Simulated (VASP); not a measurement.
**From VASP inputs to Ansatz: SrO (strained database structure)**

INCAR

```
ISIF = 2
LCHARG = .FALSE.
GGA = PE
PREC = Accurate
LWAVE = .FALSE.
EDIFF = 1E-7
IBRION = -1
NELM = 120
ISMEAR = -1
LASPH = .TRUE.
SIGMA = 0.02
NBANDS = 24
NSW = 0
ENCUT = 520
LREAL = .FALSE.
```

KPOINTS

```
KPOINTS created by Atomic Simulation Environment
0
Gamma
12 12 4
0 0 0
```

KPOINTS_OPT

```
special points
6
Reciprocal
0.0000000000 0.0000000000 0.0000000000 1
0.5000000000 0.0000000000 0.0000000000 1
0.3333333333 0.3333333333 0.0000000000 1
0.0000000000 0.0000000000 0.5000000000 1
0.5000000000 0.0000000000 0.5000000000 1
0.3333333333 0.3333333333 0.5000000000 1
```

POSCAR

```
Sr O
 1.0000000000000000
     3.5584785567999999    0.0000000000000000    0.0000000000000000
    -1.7792392784000000    3.0719027403000001    0.0000000000000000
     0.0000000000000000    0.0000000000000000    6.2083420350000003
 Sr  O
   2   2
Cartesian
 -0.0000000000000002  2.0479351603023965  1.5520855087500001
  1.7792392784000006  1.0239675799976031  4.6562565262500000
  0.0000000000000000  0.0000000000000000  0.0000000000000000
  0.0000000000000000  0.0000000000000000  3.1041710175000001
```

VASP ran with the recommended PBE PAW datasets (32 valence electrons in the cell).

Write an Ansatz input for this cell and level of theory.



```yaml
crystal:
  lattice:
    - [3.5584785568, 0.0, 0.0]
    - [-1.7792392784, 3.0719027403, 0.0]
    - [0.0, 0.0, 6.208342035]
  atoms:
    - { symbol: Sr, position: [0.3333333333, 0.6666666667, 0.25] }
    - { symbol: Sr, position: [0.6666666667, 0.3333333333, 0.75] }
    - { symbol: O, position: [0.0, 0.0, 0.0] }
    - { symbol: O, position: [0.0, 0.0, 0.5] }
kpoints:
  mp_grid: { grid: [12, 12, 4] }
  band_path:
    path:
      - [0.0, 0.0, 0.0]
      - [0.5, 0.0, 0.0]
      - [0.3333333333, 0.3333333333, 0.0]
      - [0.0, 0.0, 0.5]
      - [0.5, 0.0, 0.5]
      - [0.3333333333, 0.3333333333, 0.5]
    npoints: 1
hamiltonian:
  xc: pbe
scf:
  occupations: { method: fermi_dirac, width: 0.02 }
  n_extra_bands: 5
output:
  forces: true
  stress: true
  eigenvalues: true
```

Other inputs would serve too.

```
                              VASP   Ansatz
gap between bands v and c  3.06 eV  3.09 eV
         least direct gap  3.08 eV  3.09 eV
                 pressure  2.2 GPa  1.6 GPa
```

Datasets and cutoffs are each program's own. VASP's cell holds 32 valence electrons and Ansatz's 32. Ansatz's stress includes a Pulay correction; VASP's doesn't.
